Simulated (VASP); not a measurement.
# SnTe (Fm-3m) in VASP: single point with HSE06

Aim: the single point of SnTe with HSE06.

All numbers are computed with VASP 6.6.1; they aren't measurements. Logs are shortened: lines on timing, memory, paths and dates and some standing lists are left out, and cuts for length are marked.

**Measured values to compare with.**

A printed reference work, textbook reports, for a bulk crystal of SnTe at 300 K: band gap 0.18 eV (direct).

The results are compared with them further down.

**1. The crystal as given**

The structure is cubic, space group Fm-3m (No. 225). The conventional cell has a = 6.290 Å, b = 6.290 Å, c = 6.290 Å, α = 90.00°, β = 90.00°, γ = 90.00°. Sn (site symmetry m-3m) has 6 Te at 3.14 Å as nearest neighbours. Te (site symmetry m-3m) is surrounded by 6 Sn at 3.14 Å.

The cell is a database's computed one.

**2. Single point, HSE06**

POSCAR

```
SnTe
1.0
    0.0000000000      3.1449300000      3.1449300000
    3.1449300000      0.0000000000      3.1449300000
    3.1449300000      3.1449300000      0.0000000000
Sn Te
1 1
Direct
    0.0000000000      0.0000000000      0.0000000000
    0.5000000000      0.5000000000      0.5000000000
```

INCAR.step1

```
  PREC = Accurate
  ENCUT = 520
  EDIFF = 1E-5
  ISMEAR = 0
  SIGMA = 0.1
  LREAL = F
  LASPH = T
  NELM = 100
  ALGO = Normal
  ISIF = 2
  LWAVE = T
  LCHARG = F
  NBANDS = 17
  GGA = PE
```

INCAR.step2

```
  PREC = Accurate
  ENCUT = 520
  EDIFF = 1E-6
  ISMEAR = 0
  SIGMA = 0.1
  LREAL = F
  LASPH = T
  NELM = 100
  ALGO = Normal
  ISIF = 2
  LWAVE = F
  LCHARG = F
  GGA = PE
  LHFCALC = T
  HFSCREEN = 0.2
  PRECFOCK = Fast
  NBANDS = 17
  ISTART = 1
```

KPOINTS

```
Automatic mesh
0
Gamma
  6 6 6
```

Potentials or basis: VASP PAW PBE potentials, release 64 (Sn_d, Te).

Started as:

```sh
$ cat potpaw_PBE.64/Sn_d/POTCAR potpaw_PBE.64/Te/POTCAR > POTCAR
$ cp INCAR.step1 INCAR
$ mpirun -np 1 vasp_std > vasp.out
$ cp INCAR.step2 INCAR
$ mpirun -np 1 vasp_std > vasp.out
```

OUTCAR:

```text
PREC = Accurate
   ENCUT = 520
   EDIFF = 1E-6
   ISMEAR = 0
   LREAL = F
   LASPH = T
   NELM = 100
   ISIF = 2
   GGA = PE
   LHFCALC = T
   HFSCREEN = 0.2
   PRECFOCK = Fast
   ISTART = 1

 ion  position               nearest neighbor table
   1  0.000  0.000  0.000-   2 3.14   2 3.14   2 3.14   2 3.14   2 3.14   2 3.14
   2  0.500  0.500  0.500-   1 3.14   1 3.14   1 3.14   1 3.14   1 3.14   1 3.14

  LATTYP: Found a face centered cubic cell.
 ALAT       =     6.2898600000

  Lattice vectors:

 A1 = (   0.0000000000,   3.1449300000,   3.1449300000)
 A2 = (   3.1449300000,   0.0000000000,   3.1449300000)
 A3 = (   3.1449300000,   3.1449300000,   0.0000000000)

Analysis of symmetry for initial positions (statically):
=====================================================================
 Subroutine PRICEL returns:
 Original cell was already a primitive cell.

 Routine SETGRP: Setting up the symmetry group for a
 face centered cubic supercell.

 Subroutine GETGRP returns: Found 48 space group operations
 (whereof 48 operations were pure point group operations)
 out of a pool of 48 trial point group operations.

The static configuration has the point symmetry O_h .

Analysis of symmetry for dynamics (positions and initial velocities):
=====================================================================
 Subroutine PRICEL returns:
 Original cell was already a primitive cell.

 Routine SETGRP: Setting up the symmetry group for a
 face centered cubic supercell.

 Subroutine GETGRP returns: Found 48 space group operations
 (whereof 48 operations were pure point group operations)
 out of a pool of 48 trial point group operations.

The dynamic configuration has the point symmetry O_h .

 Subroutine INISYM returns: Found 48 space group operations
 (whereof 48 operations are pure point group operations),
 and found     1 'primitive' translations

----------------------------------------------------------------------------------------

                                     Primitive cell

  volume of cell :      62.2104

  direct lattice vectors                    reciprocal lattice vectors
     0.000000000  3.144930000  3.144930000    -0.158986051  0.158986051  0.158986051
     3.144930000  0.000000000  3.144930000     0.158986051 -0.158986051  0.158986051
     3.144930000  3.144930000  0.000000000     0.158986051  0.158986051 -0.158986051

  length of vectors
     4.447602659  4.447602659  4.447602659     0.275371917  0.275371917  0.275371917

  position of ions in fractional coordinates (direct lattice)
     0.000000000  0.000000000  0.000000000
     0.500000000  0.500000000  0.500000000

  ion indices of the primitive-cell ions
   primitive index   ion index
                 1           1
                 2           2

----------------------------------------------------------------------------------------

 KPOINTS: Automatic mesh

Automatic generation of k-mesh.
 Grid dimensions read from file:
 generate k-points for:    6    6    6

 Generating k-lattice:

  Cartesian coordinates                     Fractional coordinates (reciprocal lattice)
    -0.026497675  0.026497675  0.026497675     0.166666667  0.000000000  0.000000000
     0.026497675 -0.026497675  0.026497675     0.000000000  0.166666667  0.000000000
     0.026497675  0.026497675 -0.026497675     0.000000000  0.000000000  0.166666667

  Length of vectors
     0.045895320  0.045895320  0.045895320

  Shift w.r.t. Gamma in fractional coordinates (k-lattice)
     0.000000000  0.000000000  0.000000000

 Subroutine IBZKPT returns following result:
 ===========================================

 Found     16 irreducible k-points:

 Following reciprocal coordinates:
            Coordinates               Weight
  0.000000  0.000000  0.000000      1.000000
  0.166667  0.000000  0.000000      8.000000
  0.333333  0.000000  0.000000      8.000000
  0.500000  0.000000  0.000000      4.000000
  0.166667  0.166667  0.000000      6.000000
  0.333333  0.166667  0.000000     24.000000
[... 8 lines left out ...]
 -0.333333  0.333333  0.166667     24.000000
 -0.333333  0.500000  0.166667     12.000000
   k-points           NKPTS =     16   k-points in BZ     NKDIM =    216   number of bands    NBANDS=     17
   number of dos      NEDOS =    301   number of ions     NIONS =      2
   total plane-waves  NPLWV =  46656
   dimension x,y,z NGX =    36 NGY =   36 NGZ =   36
   dimension x,y,z NGXF=    72 NGYF=   72 NGZF=   72
   ions per type =               1   1
   NGX,Y,Z   is equivalent  to a cutoff of  13.46, 13.46, 13.46 a.u.
   NGXF,Y,Z  is equivalent  to a cutoff of  26.91, 26.91, 26.91 a.u.
 SYSTEM =  unknown system
   PREC   = accura    normal or accurate (medium, high low for compatibility)
   ISTART =      1    job   : 0-new  1-cont  2-samecut
   ICHARG =      0    charge: 1-file 2-atom 10-const
   ISPIN  =      1    spin polarized calculation?
   LNONCOLLINEAR =      F non collinear calculations
   LSORBIT =      F    spin-orbit coupling
   LASPH  =      T    aspherical Exc in radial PAW
   ENCUT  =  520.0 eV  38.22 Ry    6.18 a.u.   8.27  8.27  8.27*2*pi/ulx,y,z
   NELM   =    100;   NELMIN=  2; NELMDL=  0     # of ELM steps
   EDIFF  = 0.1E-05   stopping-criterion for ELM
   LREAL  =      F    real-space projection
   EDIFFG = 0.1E-04   stopping-criterion for IOM
   NSW    =      0    number of steps for IOM
   IBRION =     -1    ionic relax: 0-MD 1-quasi-New 2-CG
   NFREE  =      0    steps in history (QN), initial steepest desc. (CG)
   ISIF   =      2    stress and relaxation
   ISYM   =      3    0-nonsym 1-usesym 2-fastsym
   POTIM  = 0.5000    time-step for ionic-motion
   TEBEG  =    0.0;   TEEND  =   0.0 temperature during run
   PSTRESS=    0.0 pullay stress
   NELECT =      20.0000    total number of electrons
   NUPDOWN=      -1.0000    fix difference up-down
   EMIN   =  10.00;   EMAX   =-10.00  energy-range for DOS
   EFERMI =   0.00;   METHOD = LEGACY
   ISMEAR =     0;   SIGMA  =   0.10  broadening in eV -4-tet -1-fermi 0-gaus
   EFERMI_NEDOS =   21; number of points for ismear=-14 and -15
   IALGO  =     38    algorithm
   IMIX   =      1    mixing-type and parameters
     AMIX     =   0.40;   BMIX     =  1.00
     AMIX_MAG =   1.60;   BMIX_MAG =  1.00
  volume/ion in A,a.u.               =      31.11       209.91
  Fermi-wavevector in a.u.,A,eV,Ry     =   1.121495  2.119317 17.112729  1.257750
  Thomas-Fermi vector in A             =   2.258148
   LORBIT       =      0    0 simple, 1 ext, 2 COOP (PROOUT), +10 PAW based schemes
   GGA     = PE    functional components
   LHFCALC =     T    Hartree Fock is set to
   PRECFOCK=fast      Normal, Fast or Accurate (Low or Medium for compatibility)
   ENCUT4O =  -1.0   cutoff for four orbital integrals eV
   NKREDX  =     1    reduce k-point grid by
   NKREDY  =     1    reduce k-point grid by
   NKREDZ  =     1    reduce k-point grid by
   AEXX    =    0.2500 exact exchange contribution
   HFSCREEN=    0.2000 screening length (either q_TF or 0.3 A-1)
   HFSCREENC=   0.2000 screening length for correlation (either q_TF or 0.3 A-1)
   ENCUTFOCK=  -1.0 apply spherical cutoff to Coloumb kernel
   IVDW    =     0    specifies the selected vdW correction
   LEPSILON=     F    determine dielectric tensor
   LRPA    =     F    only Hartree local field effects (RPA)
 non-spin polarized calculation
 Gauss-broadening in eV      SIGMA  =   0.10
  energy-cutoff  :      520.00
  volume of cell :       62.21
 maximum number of plane-waves:      1694
 NGX is ok and might be reduce to    36
  NGX = 20; NGY = 20; NGZ = 20

 number of electron      19.9999998 magnetization

 Free energy of the ion-electron system (eV)
  ---------------------------------------------------
  ext. energy  EPLUGINS =         0.00000000
  ---------------------------------------------------
  free energy    TOTEN  =        -9.05261090 eV

  energy without entropy =       -9.05061601  energy(sigma->0) =       -9.05161345

 E-fermi :   7.0774     XC(G=0):  -7.9270

 val. band max:        7.0558624636   @ k =   0.5000   0.0000   0.0000
 cond. band min:       7.0989349739   @ k =   0.5000   0.0000   0.0000
 fundamental gap:      0.0430725104
 Fermi energy:         7.0773987140

 k-point     1 :       0.0000    0.0000    0.0000
  band No.  band energies     occupation
      1     -17.3998      2.00000
      2     -17.3998      2.00000
      3     -17.3871      2.00000
      4     -17.3871      2.00000
      5     -17.3871      2.00000
      6      -7.3951      2.00000
[... 9 lines left out ...]
     16      12.0803      0.00000
     17      14.2403      0.00000

 k-point     2 :       0.1667    0.0000    0.0000
  band No.  band energies     occupation
      1     -17.4012      2.00000
      2     -17.4012      2.00000
      3     -17.3867      2.00000
      4     -17.3855      2.00000
      5     -17.3855      2.00000
      6      -7.1335      2.00000
[... 9 lines left out ...]
     16      12.6863      0.00000
     17      16.0283      0.00000

 k-point     3 :       0.3333    0.0000    0.0000
  band No.  band energies     occupation
      1     -17.4045      2.00000
      2     -17.4045      2.00000
      3     -17.3860      2.00000
      4     -17.3821      2.00000
      5     -17.3821      2.00000
      6      -6.4464      2.00000
[... 9 lines left out ...]
     16      14.3202      0.00000
     17      18.4602      0.00000

 k-point     4 :       0.5000    0.0000    0.0000
  band No.  band energies     occupation
      1     -17.4063      2.00000
      2     -17.4063      2.00000
      3     -17.3857      2.00000
      4     -17.3802      2.00000
      5     -17.3802      2.00000
      6      -5.9255      2.00000
[... 9 lines left out ...]
     16      16.4588      0.00000
     17      16.4588      0.00000
[... 183 lines left out ...]
      1     -17.4114      2.00000
      2     -17.4006      2.00000
      3     -17.3868      2.00000
      4     -17.3806      2.00000
      5     -17.3790      2.00000
      6      -5.9552      2.00000
[... 9 lines left out ...]
     16      15.9553      0.00000
     17      16.6373      0.00000

 k-point    15 :      -0.3333    0.3333    0.1667
  band No.  band energies     occupation
      1     -17.4116      2.00000
      2     -17.4021      2.00000
      3     -17.3839      2.00000
      4     -17.3829      2.00000
      5     -17.3774      2.00000
      6      -5.5958      2.00000
[... 9 lines left out ...]
     16      17.5437      0.00000
     17      17.6539      0.00000

 k-point    16 :      -0.3333    0.5000    0.1667
  band No.  band energies     occupation
      1     -17.4154      2.00000
      2     -17.3990      2.00000
      3     -17.3874      2.00000
      4     -17.3799      2.00000
      5     -17.3760      2.00000
      6      -5.4969      2.00000
[... 9 lines left out ...]
     16      17.7215      0.00000
     17      18.9630      0.00000

------------------------ aborting loop because EDIFF is reached ----------------------------------------

  FORCE on cell =-STRESS in cart. coord.  units (eV):
  Direction    XX          YY          ZZ          XY          YZ          ZX
  --------------------------------------------------------------------------------------
  -------------------------------------------------------------------------------------
  Total        0.5231547      0.5231547      0.5231547      0.0000000      0.0000000      0.0000000
  in kB       13.4734184     13.4734184     13.4734184      0.0000000      0.0000000      0.0000000
  external PRESSURE =      13.4734184 kB  Pullay stress =       0.0000000 kB

 VOLUME and BASIS-vectors are now :
 -----------------------------------------------------------------------------
  energy-cutoff  :      520.00
  volume of cell :       62.21
      direct lattice vectors                 reciprocal lattice vectors
     0.000000000  3.144930000  3.144930000    -0.158986051  0.158986051  0.158986051
     3.144930000  0.000000000  3.144930000     0.158986051 -0.158986051  0.158986051
     3.144930000  3.144930000  0.000000000     0.158986051  0.158986051 -0.158986051

 POSITION                                       TOTAL-FORCE (eV/Angst)
 -----------------------------------------------------------------------------------
      0.00000      0.00000      0.00000         0.000000      0.000000      0.000000
      3.14493      3.14493      3.14493        -0.000000     -0.000000     -0.000000
 -----------------------------------------------------------------------------------
    total drift:                                0.000000      0.000002      0.000001

  FREE ENERGIE OF THE ION-ELECTRON SYSTEM (eV)
  ---------------------------------------------------
  free  energy   TOTEN  =        -9.0526108960 eV

  energy  without entropy=       -9.0506160083  energy(sigma->0) =       -9.05161345
```

It took 36 min on 1 thread of Intel Xeon Platinum 8559C (Emerald Rapids), shared host; peak memory 0.32 GiB.

Results:

- Free energy: -9.0526 eV
- Pressure: 1.3 GPa
- Band gap on the k mesh: 0.04 eV, direct

Caveat: the PAW data sets were made with another functional, which shifts forces and pressure a little; spin-orbit coupling is left out, which moves the levels of the heavy elements.

**3. Comparison with measurements**

Step 2. Measured gap of SnTe: 0.18 eV (direct; 300 K; a printed reference work, textbook). This calculation gives 0.04 eV (-0.14 eV). Spin-orbit coupling on Sn, Te is left out. The value is that of HSE06 on a finite k mesh, which can miss the band edges, without temperature or zero-point motion. The cell is a database's relaxed one, not the measured one, which moves gaps too.
